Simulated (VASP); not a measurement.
# Cd (C2/c) in VASP: single point with LDA

Aim: the single point of Cd with LDA.

Program: VASP 6.6.1. These are calculated values, not measurements. Logs are shortened: lines on timing, memory, paths and dates and some standing lists are left out, and cuts for length are marked.

### Step 1. The structure

Symmetry: C2/c, No. 15, monoclinic system. The conventional cell has a = 3.131 Å, b = 8.723 Å, c = 2.721 Å, α = 90.00°, β = 94.17°, γ = 90.00°. Around Cd (site symmetry 2) lie 8 Cd at 2.72 to 2.92 Å.

This isn't the form of Cd at room conditions, which is hcp.

### Step 2. Single point, LDA

Contents of INCAR:

```
SYSTEM = Cd
PREC = Accurate
ENCUT = 520
EDIFF = 1E-6
ISMEAR = -1
SIGMA = 0.1
LREAL = .FALSE.
LASPH = .TRUE.
NELM = 60
ALGO = Fast
ISIF = 2
LWAVE = .FALSE.
LCHARG = .FALSE.
GGA = CA
NBANDS = 19
```

Contents of KPOINTS:

```
Automatic mesh
0
G
  17 17 13
  0 0 0
```

Contents of POSCAR:

```
Cd
1.0
   -3.3631784341      2.8050143013      1.5150808806
    2.8050143013     -3.3631784341      1.5150808806
    2.4505092936      2.4505092936     -2.5373595120
Cd
2
Direct
    0.9883037815      0.0116962185      0.0000000000
    0.7616962185      0.2383037815      0.5000000000
```

Potentials or basis: VASP PAW LDA potentials, release 64 (Cd).

Started as:

```console
cat potpaw_LDA.64/Cd/POTCAR > POTCAR
mpirun -np 1 vasp_std > vasp.out
```

OUTCAR:

```text
SYSTEM = Cd
   PREC = Accurate
   ENCUT = 520
   EDIFF = 1E-6
   ISMEAR = -1
   LREAL = .FALSE.
   LASPH = .TRUE.
   NELM = 60
   ISIF = 2
   GGA = CA

 ion  position               nearest neighbor table
   1  0.988  0.012  0.000-   2 2.75   2 2.75   2 2.81   2 2.81   2 2.92   2 2.92
   2  0.762  0.238  0.500-   1 2.75   1 2.75   1 2.81   1 2.81   1 2.92   1 2.92

  Warning from LATTYP: Got some problem with cell dimensions!
  Tried to take original basis but could not verify dimensions!
  LATTYP: Found a base centered monoclinic cell.
 ALAT       =     3.1312896221
 B/A-ratio  =     2.7857984647
 C/A-ratio  =     0.8690269917
 COS(beta)  =    -0.0726702606

  Lattice vectors:

 A1 = (  -3.3631784341,   2.8050143013,   1.5150808806)
 A2 = (   2.8050143013,  -3.3631784341,   1.5150808806)
 A3 = (   1.8923451608,   1.8923451608,   0.4928022492)

Analysis of symmetry for initial positions (statically):
=====================================================================
 Subroutine PRICEL returns:
 Original cell was already a primitive cell.

 Routine SETGRP: Setting up the symmetry group for a
 base centered monoclinic supercell.

 Subroutine GETGRP returns: Found  4 space group operations
 (whereof  2 operations were pure point group operations)
 out of a pool of  4 trial point group operations.

The static configuration has the point symmetry C_2 .
 The point group associated with its full space group is C_2h.

Analysis of symmetry for dynamics (positions and initial velocities):
=====================================================================
 Subroutine PRICEL returns:
 Original cell was already a primitive cell.

 Routine SETGRP: Setting up the symmetry group for a
 base centered monoclinic supercell.

 Subroutine GETGRP returns: Found  4 space group operations
 (whereof  2 operations were pure point group operations)
 out of a pool of  4 trial point group operations.

The dynamic configuration has the point symmetry C_2 .
 The point group associated with its full space group is C_2h.

 Subroutine INISYM returns: Found  4 space group operations
 (whereof  2 operations are pure point group operations),
 and found     1 'primitive' translations

----------------------------------------------------------------------------------------

                                     Primitive cell

  volume of cell :      37.0658

  direct lattice vectors                    reciprocal lattice vectors
    -3.363178434  2.805014301  1.515080881     0.130062710  0.292184751  0.407794529
     2.805014301 -3.363178434  1.515080881     0.292184751  0.130062710  0.407794529
     2.450509294  2.450509294 -2.537359512     0.252127872  0.252127872  0.092885295

  length of vectors
     4.634063496  4.634063496  4.295135026     0.518251498  0.518251498  0.368462489

  position of ions in fractional coordinates (direct lattice)
     0.988303782  0.011696218  1.000000000
     0.761696218  0.238303782  0.500000000

  ion indices of the primitive-cell ions
   primitive index   ion index
                 1           1
                 2           2

----------------------------------------------------------------------------------------

 KPOINTS: Automatic mesh

Automatic generation of k-mesh.
 Grid dimensions read from file:
 generate k-points for:   17   17   13

 Generating k-lattice:

  Cartesian coordinates                     Fractional coordinates (reciprocal lattice)
     0.007650748  0.017187338  0.023987913     0.058823529 -0.000000000  0.000000000
     0.017187338  0.007650748  0.023987913    -0.000000000  0.058823529  0.000000000
     0.019394452  0.019394452  0.007145023     0.000000000  0.000000000  0.076923077

  Length of vectors
     0.030485382  0.030485382  0.028343268

  Shift w.r.t. Gamma in fractional coordinates (k-lattice)
     0.000000000  0.000000000  0.000000000

 Subroutine IBZKPT returns following result:
 ===========================================

 Found    999 irreducible k-points:

 Following reciprocal coordinates:
            Coordinates               Weight
  0.000000  0.000000  0.000000      1.000000
  0.058824 -0.000000 -0.000000      4.000000
  0.117647  0.000000 -0.000000      4.000000
  0.176471 -0.000000 -0.000000      4.000000
  0.235294  0.000000 -0.000000      4.000000
  0.294118 -0.000000 -0.000000      4.000000
[... 16 lines left out ...]
 -0.176471  0.058824  0.000000      4.000000
 -0.117647  0.058824  0.000000      4.000000
 [... further k-points ...]
   k-points           NKPTS =    999   k-points in BZ     NKDIM =    999   number of bands    NBANDS=     19
   number of dos      NEDOS =    301   number of ions     NIONS =      2
   total plane-waves  NPLWV =  41472
   dimension x,y,z NGX =    36 NGY =   36 NGZ =   32
   dimension x,y,z NGXF=    72 NGYF=   72 NGZF=   64
   ions per type =               2
   NGX,Y,Z   is equivalent  to a cutoff of  12.91, 12.91, 12.39 a.u.
   NGXF,Y,Z  is equivalent  to a cutoff of  25.83, 25.83, 24.77 a.u.
 SYSTEM =  Cd
   PREC   = accura    normal or accurate (medium, high low for compatibility)
   ISTART =      0    job   : 0-new  1-cont  2-samecut
   ICHARG =      2    charge: 1-file 2-atom 10-const
   ISPIN  =      1    spin polarized calculation?
   LNONCOLLINEAR =      F non collinear calculations
   LSORBIT =      F    spin-orbit coupling
   LASPH  =      T    aspherical Exc in radial PAW
   ENCUT  =  520.0 eV  38.22 Ry    6.18 a.u.   8.62  8.62  7.99*2*pi/ulx,y,z
   NELM   =     60;   NELMIN=  2; NELMDL= -5     # of ELM steps
   EDIFF  = 0.1E-05   stopping-criterion for ELM
   LREAL  =      F    real-space projection
   EDIFFG = 0.1E-04   stopping-criterion for IOM
   NSW    =      0    number of steps for IOM
   IBRION =     -1    ionic relax: 0-MD 1-quasi-New 2-CG
   NFREE  =      0    steps in history (QN), initial steepest desc. (CG)
   ISIF   =      2    stress and relaxation
   ISYM   =      2    0-nonsym 1-usesym 2-fastsym
   POTIM  = 0.5000    time-step for ionic-motion
   TEBEG  =    0.0;   TEEND  =   0.0 temperature during run
   PSTRESS=    0.0 pullay stress
   NELECT =      24.0000    total number of electrons
   NUPDOWN=      -1.0000    fix difference up-down
   EMIN   =  10.00;   EMAX   =-10.00  energy-range for DOS
   EFERMI =   0.00;   METHOD = LEGACY
   ISMEAR =    -1;   SIGMA  =   0.10  broadening in eV -4-tet -1-fermi 0-gaus
   EFERMI_NEDOS =   21; number of points for ismear=-14 and -15
   IALGO  =     68    algorithm
   IMIX   =      4    mixing-type and parameters
     AMIX     =   0.40;   BMIX     =  1.00
     AMIX_MAG =   1.60;   BMIX_MAG =  1.00
  volume/ion in A,a.u.               =      18.53       125.07
  Fermi-wavevector in a.u.,A,eV,Ry     =   1.416297  2.676413 27.291881  2.005897
  Thomas-Fermi vector in A             =   2.537646
   LORBIT       =      0    0 simple, 1 ext, 2 COOP (PROOUT), +10 PAW based schemes
   GGA     = CA    functional components
   LHFCALC =     F    Hartree Fock is set to
   AEXX    =    0.0000 exact exchange contribution
   IVDW    =     0    specifies the selected vdW correction
   LEPSILON=     F    determine dielectric tensor
   LRPA    =     F    only Hartree local field effects (RPA)
 non-spin polarized calculation
 RMM-DIIS sequential band-by-band and
  energy-cutoff  :      520.00
  volume of cell :       37.07
 maximum number of plane-waves:      1018
   NGX = 17   NGY = 17   NGZ = 15

 number of electron      24.0000003 magnetization

 Free energy of the ion-electron system (eV)
  ---------------------------------------------------
  ext. energy  EPLUGINS =         0.00000000
  ---------------------------------------------------
  free energy    TOTEN  =        -2.79544018 eV

  energy without entropy =       -2.77913485  energy(sigma->0) =       -2.78728752

 E-fermi :   3.7976     XC(G=0): -12.1398

 val. band max:        3.7953464142   @ k =   0.4706   0.2353   0.1538
 cond. band min:       3.7982669983   @ k =  -0.3529  -0.0000   0.4615
 fundamental gap:      0.0029205841
 Fermi energy:         3.7975751395

 k-point     1 :       0.0000    0.0000    0.0000
  band No.  band energies     occupation
      1      -7.1822      2.00000
      2      -6.6395      2.00000
      3      -6.2551      2.00000
      4      -5.9454      2.00000
      5      -5.8019      2.00000
      6      -5.6151      2.00000
[... 11 lines left out ...]
     18      15.7133      0.00000
     19      19.9539      0.00000

 k-point     2 :       0.0588   -0.0000   -0.0000
  band No.  band energies     occupation
      1      -7.1140      2.00000
      2      -6.5448      2.00000
      3      -6.2312      2.00000
      4      -5.8777      2.00000
      5      -5.7915      2.00000
      6      -5.6017      2.00000
[... 11 lines left out ...]
     18      16.9061      0.00000
     19      20.6789      0.00000

 k-point     3 :       0.1176    0.0000   -0.0000
  band No.  band energies     occupation
      1      -6.9166      2.00000
      2      -6.3505      2.00000
      3      -6.1681      2.00000
      4      -5.8352      2.00000
      5      -5.6887      2.00000
      6      -5.5833      2.00000
[... 11 lines left out ...]
     18      18.9740      0.00000
     19      19.2658      0.00000

 k-point     4 :       0.1765   -0.0000   -0.0000
  band No.  band energies     occupation
      1      -6.6124      2.00000
      2      -6.2813      2.00000
      3      -6.0934      2.00000
      4      -5.8604      2.00000
      5      -5.6998      2.00000
      6      -5.5880      2.00000
[... 11 lines left out ...]
     18      19.7963      0.00000
     19      20.3094      0.00000

 k-point     5 :       0.2353    0.0000   -0.0000
  band No.  band energies     occupation
      1      -6.3936      2.00000
      2      -6.2652      2.00000
      3      -6.1009      2.00000
      4      -5.9789      2.00000
      5      -5.7933      2.00000
      6      -5.5093      2.00000
[... 11 lines left out ...]
     18      18.6324      0.00000
     19      20.0064      0.00000

 k-point     6 :       0.2941   -0.0000   -0.0000
  band No.  band energies     occupation
      1      -6.5565      2.00000
      2      -6.3371      2.00000
      3      -6.1534      2.00000
      4      -5.9715      2.00000
      5      -5.7235      2.00000
      6      -5.5703      2.00000
[... 11 lines left out ...]
     18      16.9559      0.00000
     19      17.5277      0.00000

 k-point     7 :       0.3529   -0.0000    0.0000
  band No.  band energies     occupation
      1      -6.6932      2.00000
      2      -6.5282      2.00000
      3      -6.3228      2.00000
      4      -6.1730      2.00000
      5      -5.5651      2.00000
      6      -5.3505      2.00000
[... 11 lines left out ...]
     18      14.2841      0.00000
     19      16.3711      0.00000

 k-point     8 :       0.4118   -0.0000   -0.0000
  band No.  band energies     occupation
      1      -6.7662      2.00000
      2      -6.6674      2.00000
      3      -6.4825      2.00000
      4      -6.4022      2.00000
      5      -5.4334      2.00000
      6      -5.2335      2.00000
[... 256 lines left out ...]
 k-point    20 :      -0.3529    0.0588    0.0000
  band No.  band energies     occupation
      1      -6.5510      2.00000
      2      -6.3451      2.00000
      3      -6.1215      2.00000
      4      -6.0479      2.00000
      5      -5.6654      2.00000
      6      -5.5239      2.00000
[... 11 lines left out ...]
     18      16.7057      0.00000
     19      17.7365      0.00000

 k-point    21 :      -0.2941    0.0588    0.0000
  band No.  band energies     occupation
      1      -6.3980      2.00000
      2      -6.2679      2.00000
      3      -6.1319      2.00000
      4      -5.9528      2.00000
      5      -5.7774      2.00000
      6      -5.4735      2.00000
[... 11 lines left out ...]
     18      19.1299      0.00000
     19      19.6899      0.00000

 k-point    22 :      -0.2353    0.0588    0.0000
  band No.  band energies     occupation
      1      -6.5872      2.00000
      2      -6.3199      2.00000
      3      -6.0935      2.00000
      4      -5.9084      2.00000
      5      -5.6846      2.00000
      6      -5.5671      2.00000
[... 11 lines left out ...]
     18      20.0746      0.00000
     19      20.5141      0.00000

 k-point    23 :      -0.1765    0.0588    0.0000
  band No.  band energies     occupation
      1      -6.8938      2.00000
      2      -6.4097      2.00000
      3      -6.0954      2.00000
      4      -5.8998      2.00000
      5      -5.7464      2.00000
      6      -5.4779      2.00000
[... 11 lines left out ...]
     18      18.5325      0.00000
     19      19.2616      0.00000

 k-point    24 :      -0.1176    0.0588    0.0000
  band No.  band energies     occupation
      1      -7.0979      2.00000
      2      -6.5608      2.00000
      3      -6.2057      2.00000
      4      -5.8883      2.00000
      5      -5.7625      2.00000
      6      -5.6433      2.00000
[... 11 lines left out ...]
     18      17.1509      0.00000
     19      20.3624      0.00000

 [... further k-points ...]

------------------------ aborting loop because EDIFF is reached ----------------------------------------

  FORCE on cell =-STRESS in cart. coord.  units (eV):
  Direction    XX          YY          ZZ          XY          YZ          ZX
  --------------------------------------------------------------------------------------
  -------------------------------------------------------------------------------------
  Total        3.6719660      3.6719660      2.3001070      0.2557047      0.3100479      0.3100479
  in kB      158.7217131    158.7217131     99.4227384     11.0529053     13.4019039     13.4019043
  external PRESSURE =     138.9553882 kB  Pullay stress =       0.0000000 kB

 VOLUME and BASIS-vectors are now :
 -----------------------------------------------------------------------------
  energy-cutoff  :      520.00
  volume of cell :       37.07
      direct lattice vectors                 reciprocal lattice vectors
    -3.363178434  2.805014301  1.515080881     0.130062710  0.292184751  0.407794529
     2.805014301 -3.363178434  1.515080881     0.292184751  0.130062710  0.407794529
     2.450509294  2.450509294 -2.537359512     0.252127872  0.252127872  0.092885295

 POSITION                                       TOTAL-FORCE (eV/Angst)
 -----------------------------------------------------------------------------------
     -3.29103      2.73287      1.51508        -0.027571      0.027571      0.000000
     -0.66802      2.56037      0.24640         0.027571     -0.027571     -0.000000
 -----------------------------------------------------------------------------------
    total drift:                                0.000000      0.000000     -0.000000

  FREE ENERGIE OF THE ION-ELECTRON SYSTEM (eV)
  ---------------------------------------------------
  free  energy   TOTEN  =        -2.7954401826 eV

  energy  without entropy=       -2.7791348542  energy(sigma->0) =       -2.78728752
```

Wall time 10 min (1 thread of Intel Xeon Platinum 8559C (Emerald Rapids), shared host); peak memory 0.63 GiB.

What came out:

```
Free energy            : -2.7954 eV
Pressure               : 13.9 GPa
Largest force          : 0.039 eV/Å
Band gap on the k mesh : none (metal or under the smearing width)
```

Forces in eV/Å, atoms in the order of the input:
```
Cd  -0.028  0.028  0.000
Cd   0.028 -0.028  0.000
```

Stress tensor (GPa, compression positive):
```
15.87  1.11  1.34
 1.11 15.87  1.34
 1.34  1.34  9.94
```
